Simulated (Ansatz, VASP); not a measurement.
**Two plane-wave programs on InP**

Contents of INCAR:

```
SYSTEM = InP
ALGO = Normal
EDIFF = 1E-6
ENCUT = 520
GGA = PS
ISIF = 2
ISMEAR = -1
LASPH = .True.
LCHARG = .False.
LREAL = .False.
LWAVE = .False.
NBANDS = 16
NELM = 100
PREC = Accurate
SIGMA = 0.02
```

The input KPOINTS:

```
k-points
0
Gamma
  6 6 6
  0 0 0
```

File POSCAR:

```
InP
1.0
    3.4134150559      0.0000000000      0.0000000000
    0.0000000000      3.4134150559      0.0000000000
    0.0000000000      0.0000000000      3.4134150559
In P
1 1
Direct
    0.0000000000      0.0000000000      0.0000000000
    0.5000000000      0.5000000000      0.5000000000
```

Input for Ansatz:

```yaml
crystal:
  lattice:
    - [3.4134150559, 0.0, 0.0]
    - [0.0, 3.4134150559, 0.0]
    - [0.0, 0.0, 3.4134150559]
  atoms:
    - { symbol: In, position: [0.0, 0.0, 0.0] }
    - { symbol: P, position: [0.5, 0.5, 0.5] }
kpoints:
  mp_grid: { grid: [6, 6, 6] }
hamiltonian:
  xc: pbesol
scf:
  occupations: { method: fermi_dirac, width: 0.02 }
  n_extra_bands: 4
output:
  forces: true
  stress: true
  eigenvalues: true
```

The cell was built by a generator and needn't be a form met in nature.

Alike in both runs: task single point; functional PBEsol; k mesh 6 × 6 × 6; occupations fermi-dirac, width 0.02 eV; no spin polarisation.

```csv
,VASP,Ansatz
version,VASP 6.6.1,Ansatz 0.2.0
potentials or method,"VASP PAW PBE potentials, release 64 (In_d, P)","plane waves, PAW"
plane-wave cutoff (eV),520,420
valence electrons in the cell,18,18
```

|  | VASP | Ansatz | Ansatz less VASP |
| --- | --- | --- | --- |
| pressure (GPa) | -2.2 | -2.2 | -0.03 |

Caveats: the PAW data sets were made with another functional, which shifts forces and pressure a little (VASP).
